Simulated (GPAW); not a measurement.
# ZrO2 (Fm-3m) in GPAW: convergence with k mesh

Aim: find how far k mesh must go before the results for ZrO2 settle, at PBEsol. This setting moves, with any that are tied to it; all else stays.

Everything below comes from runs of GPAW 26.7.0. Logs are shortened: lines on timing, memory, paths and dates and some standing lists are left out, and cuts for length are marked. The log counts tension as positive stress, the text compression.

## Step 1: The structure

It takes space group Fm-3m (No. 225, cubic). Conventional cell: a = 5.090 Å, b = 5.090 Å, c = 5.090 Å, α = 90.00°, β = 90.00°, γ = 90.00°. Zr (site symmetry m-3m) has 8 O at 2.20 Å as nearest neighbours. O (site symmetry -43m) has 4 Zr at 2.20 Å as nearest neighbours.

Measurements of this composition are mostly on another form, of space group No. 14.

## Step 2: With k mesh 2 × 2 × 2

run.py

```python
from ase.dft.bandgap import bandgap
from ase.io import read, write
from ase.units import GPa
from gpaw import GPAW, PW, setup_paths

setup_paths.insert(0, '.')

atoms = read('POSCAR')

calc = GPAW(mode=PW(800),
            xc='PBEsol',
            kpts={'size': (2, 2, 2), 'gamma': True},
            occupations={'name': 'fermi-dirac', 'width': 0.05},
            nbands=24,
            convergence={'density': 1e-05, 'energy': 1e-05},
            maxiter=100,
            txt='gpaw.txt')
atoms.calc = calc
energy = atoms.get_potential_energy()
forces = atoms.get_forces()
stress = atoms.get_stress()
calc.write('gs.gpw')
write('result.traj', atoms)
print(f'Energy: {energy:.6f} eV')
print('Forces (eV/A):')
print(forces.round(4))
print('Stress (GPa):', (stress / GPa).round(3))
print('Fermi level:', round(calc.get_fermi_level(), 4), 'eV')
print(f'Gap: {bandgap(calc)[0]:.4f} eV, direct: {bandgap(calc, direct=True)[0]:.4f} eV')
```

POSCAR

```
ZrO2
1.0
    0.0000000000      2.5450727058      2.5450727058
    2.5450727058      0.0000000000      2.5450727058
    2.5450727058      2.5450727058      0.0000000000
Zr O
1 2
Direct
    0.0000000000      0.0000000000      0.0000000000
    0.7500000000      0.7500000000      0.7500000000
    0.2500000000      0.2500000000      0.2500000000
```

Potentials or basis: PAW data sets generated in the run's folder for this functional, pw.

The run is started by

```sh
$ gpaw-setup -f PBEsol O Zr
$ OMP_NUM_THREADS=1 python run.py
```

gpaw.txt:

```text
__  _  _
 | _ |_)|_||  |
 |__||  | ||/\| - 26.7.0

Input parameters:
  mode=PW(ecut=800.0),
  convergence={'density': 1e-05, 'energy': 1e-05},
  kpts=MonkhorstPack(size=(2, 2, 2), gamma=True),
  maxiter=100,
  nbands=24,
  occupations=Occupations(name='fermi-dirac', width=0.05),
  xc=XC(name='PBEsol')

Diagonalizing LCAO Hamiltonian
Converting LCAO to pw mode

                   O

           O

       Zr

Atoms  # Å, Bohr magnetons
|   | symbol |        x |        y |        z |    initial magnetic moments |
|---|--------|----------|----------|----------|-----------------------------|
| 0 |     Zr | 0.000000 | 0.000000 | 0.000000 | ( 0.0000,  0.0000,  0.0000) |
| 1 |      O | 3.817609 | 3.817609 | 3.817609 | ( 0.0000,  0.0000,  0.0000) |
| 2 |      O | 1.272536 | 1.272536 | 1.272536 | ( 0.0000,  0.0000,  0.0000) |

Unit cell  # Å
| periodic |        x |        y |        z |  lengths |    angles |
|----------|----------|----------|----------|----------|-----------|
|      yes | 0.000000 | 2.545073 | 2.545073 | 3.599276 | 60.000000 |
|      yes | 2.545073 | 0.000000 | 2.545073 | 3.599276 | 60.000000 |
|      yes | 2.545073 | 2.545073 | 0.000000 | 3.599276 | 60.000000 |

Number of symmetries: 48
Symmetry operations  # r_c * U_cc + t_c -> r_c
|    | kind |            matrix            |
|----|------|------------------------------|
|  0 |  σ   |  1, 0, 0,  1, 0,-1,  1,-1, 0 |
|  1 |  C2  |  1, 0, 0,  1,-1, 0,  1, 0,-1 |
|  2 |  E   |  1, 0, 0,  0, 1, 0,  0, 0, 1 |
|  3 |  σ   |  1, 0, 0,  0, 0, 1,  0, 1, 0 |
|  4 |  C4  |  1, 0,-1,  1, 0, 0,  1,-1, 0 |
|  5 |  S6  |  1, 0,-1,  1,-1, 0,  1, 0, 0 |
|  6 |  σ   |  1, 0,-1,  0, 1,-1,  0, 0,-1 |
|  7 |  C3  |  1, 0,-1,  0, 0,-1,  0, 1,-1 |
|  8 |  S6  |  1,-1, 0,  1, 0, 0,  1, 0,-1 |
|  9 |  C4  |  1,-1, 0,  1, 0,-1,  1, 0, 0 |
| 10 |  C3  |  1,-1, 0,  0,-1, 1,  0,-1, 0 |
| 11 |  σ   |  1,-1, 0,  0,-1, 0,  0,-1, 1 |
| 12 |  σ   |  0, 1, 0,  1, 0, 0,  0, 0, 1 |
[... 137 lines left out ...]
  Trust region scale: 1.0
  Backstep threshold: 4.0
  History deletion threshold: 6.0
  Fourier metric: weight=20.0, sigma=0.015

occupation numbers:
  Fermi-Dirac:
    width: 0.0500  # eV

poisson solver:
  ecut: 6400.0  # eV

xc functional:
  name: PBEsol with 2 nearest neighbor stencil

convergence criteria:
- Maximum integral of absolute [dens]ity change: 1e-05 electrons / valence electron
- Maximum [total energy] change in last 3 cyles: 1e-05 eV / valence electron
- Maximum integral of absolute [eigenst]ate change: 4e-08 eV^2 / valence electron
maximum number of iterations: 100

SCF iterations
|iter     | |      energy | eigst |  dens |
|---------|-|-------------|-------|-------|
|iter:   1| |  -32.977126 | +0.17 |       |
|iter:   2| |  -31.823561 | -1.61 | -0.81 |
|iter:   3| |  -28.772507 | -0.82 | -0.86 |
|iter:   4| |  -28.753950 | -2.60 | -1.44 |
|iter:   5| |  -28.753365 | -3.14 | -1.70 |
|iter:   6| |  -28.753122 | -4.49 | -2.84 |
|iter:   7| |  -28.753135 | -5.95 | -3.34 |
|iter:   8| |  -28.753138c| -6.95 | -3.78 |
|iter:   9| |  -28.753138c| -7.48c| -4.87 |
|iter:  10| |  -28.753138c| -8.31c| -5.50c|

Converged in 10 steps
Energy contributions relative to reference atoms: (reference = -101905.784754)

Energy contributions:
  Kinetic:          23.103630
  Coulomb:         -26.893941
  Zero:              0.611404
  External:          0.000000
  Xc:              -25.574230
  Entropy:          -0.000000
  Spinorbit:         0.000000
  ----------------------------
  Free energy:     -28.753138
  Extrapolated:    -28.753138

dipole moment: (-18.639243, -18.639243, -18.639243)  # |e|*Ang

Fermi level: 9.496
Eigenvalues  # (at kpt = [0.000, 0.000, 0.000])
| band index |      eig [eV] | occ [0-2] |
|------------|---------------|-----------|
|          0 |       -40.169 |     2.000 |
|        ... |               |           |
|          4 |        -9.953 |     2.000 |
|          5 |        -7.298 |     2.000 |
|          6 |         2.833 |     2.000 |
|          7 |         2.833 |     2.000 |
|          8 |         2.833 |     2.000 |
|          9 |         7.650 |     2.000 |
[... 8 lines left out ...]
|         18 |        22.170 |     0.000 |
|         19 |        22.170 |     0.000 |
|        ... |               |           |
|         23 |        31.622 |     0.000 |

Gap: 2.987 eV
Transition (v -> c):
  (s=0, k=1, n=11, [0.50, 0.50, 0.00]) -> (s=0, k=0, n=12, [0.00, 0.00, 0.00])
Direct/indirect transitions are different
Direct gap: 3.483 eV
Transition at: (s=0, k=1, n=11, [0.50, 0.50, 0.00])

Forces  # eV/Ang
|        x |       y |        z |
|----------|---------|----------|
|  0.00000 | 0.00000 | -0.00000 |  # Zr   0
|  0.00000 | 0.00000 |  0.00000 |  # O    1
| -0.00000 | 0.00000 |  0.00000 |  # O    2

Stress tensor  # eV/Ang^3
|        x |        y |        z |
|----------|----------|----------|
| 0.008709 | 0.000000 | 0.000000 |
| 0.000000 | 0.008709 | 0.000000 |
| 0.000000 | 0.000000 | 0.008709 |

# Writing to gs.gpw (mode='')
```

Wall time 7.9 s (1 thread of Arm Neoverse V1, shared host); peak memory 0.16 GiB.

What came out:

| Quantity | Value |
| --- | --- |
| Free energy | -28.7531 eV |
| Pressure | -1.4 GPa |
| Band gap on the k mesh | 2.99 eV, indirect (least direct gap 3.48 eV) |

## Step 3: With k mesh 3 × 3 × 3

run.py: that of step 2 with these lines changed.

```diff
@@ -11,3 +11,3 @@
             xc='PBEsol',
-            kpts={'size': (2, 2, 2), 'gamma': True},
+            kpts={'size': (3, 3, 3), 'gamma': True},
             occupations={'name': 'fermi-dirac', 'width': 0.05},
```

POSCAR is that of step 2.

Potentials or basis: PAW data sets generated in the run's folder for this functional, pw.

The run is started by

```sh
$ gpaw-setup -f PBEsol O Zr
$ OMP_NUM_THREADS=1 python run.py
```

It took 8.9 s on 1 thread of Arm Neoverse V1, shared host; peak memory 0.16 GiB.

Results:

```
Free energy            : -29.3189 eV
Pressure               : -5.6 GPa
Band gap on the k mesh : 3.82 eV, direct
```

## Step 4: With k mesh 4 × 4 × 4

run.py: that of step 3 with these lines changed.

```diff
@@ -11,3 +11,3 @@
             xc='PBEsol',
-            kpts={'size': (3, 3, 3), 'gamma': True},
+            kpts={'size': (4, 4, 4), 'gamma': True},
             occupations={'name': 'fermi-dirac', 'width': 0.05},
```

POSCAR is that of step 3.

The run is started by

```sh
$ gpaw-setup -f PBEsol O Zr
$ OMP_NUM_THREADS=1 python run.py
```

Run time: 12 s. Hardware: 1 thread of Arm Neoverse V1, shared host; peak memory 0.16 GiB.

What came out:

| Quantity | Value |
| --- | --- |
| Free energy | -29.3231 eV |
| Pressure | -5.6 GPa |
| Band gap on the k mesh | 3.28 eV, indirect (least direct gap 3.70 eV) |

## Step 5: With k mesh 5 × 5 × 5

run.py: that of step 4 with these lines changed.

```diff
@@ -11,3 +11,3 @@
             xc='PBEsol',
-            kpts={'size': (4, 4, 4), 'gamma': True},
+            kpts={'size': (5, 5, 5), 'gamma': True},
             occupations={'name': 'fermi-dirac', 'width': 0.05},
```

POSCAR is that of step 4.

The run is started by

```sh
$ gpaw-setup -f PBEsol O Zr
$ OMP_NUM_THREADS=1 python run.py
```

Wall time 14 s (1 thread of Arm Neoverse V1, shared host); peak memory 0.16 GiB.

Results (log left out):

- Free energy: -29.3237 eV
- Pressure: -5.6 GPa
- Band gap on the k mesh: 3.47 eV, indirect (least direct gap 3.82 eV)

## Step 6: With k mesh 6 × 6 × 6

run.py: that of step 5 with these lines changed.

```diff
@@ -11,3 +11,3 @@
             xc='PBEsol',
-            kpts={'size': (5, 5, 5), 'gamma': True},
+            kpts={'size': (6, 6, 6), 'gamma': True},
             occupations={'name': 'fermi-dirac', 'width': 0.05},
```

POSCAR is that of step 5.

Potentials or basis: PAW data sets generated in the run's folder for this functional, pw.

The run is started by

```sh
$ gpaw-setup -f PBEsol O Zr
$ OMP_NUM_THREADS=1 python run.py
```

Run time: 18 s. Hardware: 1 thread of Arm Neoverse V1, shared host; peak memory 0.17 GiB.

It converged, with:

```yaml
Free_energy: -29.3235 eV
Pressure: -5.6 GPa
Band_gap_on_the_k_mesh: 3.28 eV, indirect (least direct gap 3.70 eV)
```

## Step 7: With k mesh 7 × 7 × 7

run.py: that of step 6 with these lines changed.

```diff
@@ -11,3 +11,3 @@
             xc='PBEsol',
-            kpts={'size': (6, 6, 6), 'gamma': True},
+            kpts={'size': (7, 7, 7), 'gamma': True},
             occupations={'name': 'fermi-dirac', 'width': 0.05},
```

POSCAR is that of step 6.

The run is started by

```sh
$ gpaw-setup -f PBEsol O Zr
$ OMP_NUM_THREADS=1 python run.py
```

Wall time 22 s (1 thread of Arm Neoverse V1, shared host); peak memory 0.17 GiB.

It converged, with:

| Item | Value |
| --- | --- |
| Free energy | -29.3236 eV |
| Pressure | -5.6 GPa |
| Band gap on the k mesh | 3.37 eV, indirect (least direct gap 3.82 eV) |

## Step 8: With k mesh 8 × 8 × 8

run.py: that of step 7 with these lines changed.

```diff
@@ -11,3 +11,3 @@
             xc='PBEsol',
-            kpts={'size': (7, 7, 7), 'gamma': True},
+            kpts={'size': (8, 8, 8), 'gamma': True},
             occupations={'name': 'fermi-dirac', 'width': 0.05},
```

POSCAR is that of step 7.

The run is started by

```sh
$ gpaw-setup -f PBEsol O Zr
$ OMP_NUM_THREADS=1 python run.py
```

Run time: 29 s. Hardware: 1 thread of Arm Neoverse V1, shared host; peak memory 0.18 GiB.

The run converged. Its results:

| Item | Value |
| --- | --- |
| Free energy | -29.3236 eV |
| Pressure | -5.6 GPa |
| Band gap on the k mesh | 3.28 eV, indirect (least direct gap 3.70 eV) |

## Step 9: With k mesh 10 × 10 × 10

run.py: that of step 8 with these lines changed.

```diff
@@ -11,3 +11,3 @@
             xc='PBEsol',
-            kpts={'size': (8, 8, 8), 'gamma': True},
+            kpts={'size': (10, 10, 10), 'gamma': True},
             occupations={'name': 'fermi-dirac', 'width': 0.05},
```

POSCAR is that of step 8.

Potentials or basis: PAW data sets generated in the run's folder for this functional, pw.

The run is started by

```sh
$ gpaw-setup -f PBEsol O Zr
$ OMP_NUM_THREADS=1 python run.py
```

It took 44 s on 1 thread of Arm Neoverse V1, shared host; peak memory 0.19 GiB.

Results (log left out):

| Property | Result |
| --- | --- |
| Free energy | -29.3236 eV |
| Pressure | -5.6 GPa |
| Band gap on the k mesh | 3.28 eV, indirect (least direct gap 3.70 eV) |

## Step 10: With k mesh 12 × 12 × 12

run.py: that of step 9 with these lines changed.

```diff
@@ -11,3 +11,3 @@
             xc='PBEsol',
-            kpts={'size': (10, 10, 10), 'gamma': True},
+            kpts={'size': (12, 12, 12), 'gamma': True},
             occupations={'name': 'fermi-dirac', 'width': 0.05},
```

POSCAR is that of step 9.

The run is started by

```sh
$ gpaw-setup -f PBEsol O Zr
$ OMP_NUM_THREADS=1 python run.py
```

It took 63 s on 1 thread of Arm Neoverse V1, shared host; peak memory 0.21 GiB.

Results (log left out):

| Item | Value |
| --- | --- |
| Free energy | -29.3236 eV |
| Pressure | -5.6 GPa |
| Band gap on the k mesh | 3.28 eV, indirect (least direct gap 3.70 eV) |

## Step 11: Summary

```tsv
k mesh	energy less the tightest run, at zero smearing (meV/atom)	pressure (GPa)	gap on the mesh (eV)	SCF cycles	CPU time (s)	peak memory (GiB)
2 × 2 × 2	190.15	-1.40	2.987	10	7.9	0.16
3 × 3 × 3	1.57	-5.64	3.818	10	8.9	0.16
4 × 4 × 4	0.16	-5.60	3.277	10	12	0.16
5 × 5 × 5	-0.05	-5.60	3.473	10	14	0.16
6 × 6 × 6	0.01	-5.60	3.277	10	18	0.17
7 × 7 × 7	0.01	-5.60	3.366	10	22	0.17
8 × 8 × 8	0.00	-5.60	3.277	10	29	0.18
10 × 10 × 10	0.00	-5.60	3.277	10	44	0.19
12 × 12 × 12	0.00	-5.60	3.277	10	63	0.21
```

Against the tightest run, the energy stays within 1 meV/atom from 4 × 4 × 4 on; the pressure stays within 0.1 GPa from 3 × 3 × 3 on; the gap on the mesh stays within 0.01 eV from 8 × 8 × 8 on. Meshes of other sizes hit other points, so gaps and Fermi surfaces needn't settle smoothly. The tightest run that finished is the yardstick and may itself not be fully converged.
